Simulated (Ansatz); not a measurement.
This cell of GeTe (alpha-GeTe type, space group R3m) is off equilibrium:

```xyz
4
Lattice="4.2271 2.4405 7.2801 -2.1136 1.2203 3.6400 0.0000 -2.4405 3.6400" Properties=species:S:1:pos:R:3 pbc="T T T"
Ge     0.0000     0.0000     2.5580
Ge     2.1136     1.2203     6.1980
Te     0.3291     0.3291     8.6912
Te     2.1136     1.2203    12.0021
```

Calculation: PBE (plane waves to 420 eV, PAW, scalar-relativistic; Ansatz, an electronic-structure program). k mesh 4×8×8 (Γ-centred), Fermi-Dirac smearing 0.05 eV. The energy includes the smearing's −TS. Stress and pressure are positive under compression. GeTe was relaxed with its symmetry unable to fall. Spin-orbit coupling is left out, though Te is heavy. The PAW data are Ansatz's earlier set.

Problem. Predict the force on every atom, in eV/Å.

Solution. 
```json
[
 {"atom": "Ge1", "Fx": "-0.053", "Fy": "-0.068", "Fz": "0.080"},
 {"atom": "Ge2", "Fx": "0.640", "Fy": "1.782", "Fz": "2.167"},
 {"atom": "Te3", "Fx": "-1.295", "Fy": "-2.334", "Fz": "-2.444"},
 {"atom": "Te4", "Fx": "0.708", "Fy": "0.620", "Fz": "0.197"}
]
```

Problem. What is the stress tensor (GPa)?

Solution. 
```
   1.94    -1.79     1.46
  -1.79     7.61     3.28
   1.46     3.28     3.58
```
The pressure, a third of the trace, is 4.38 GPa.

Problem. In it atom 3 sits (0.329, 0.329, 0.329) Å away from its relaxed site. What is its energy relative to the relaxed cell?

Solution. 887 meV/cell.

(For displaced atoms, the force is minus the slope of the energy, and its curvature is a force constant, which sets phonon frequencies.)
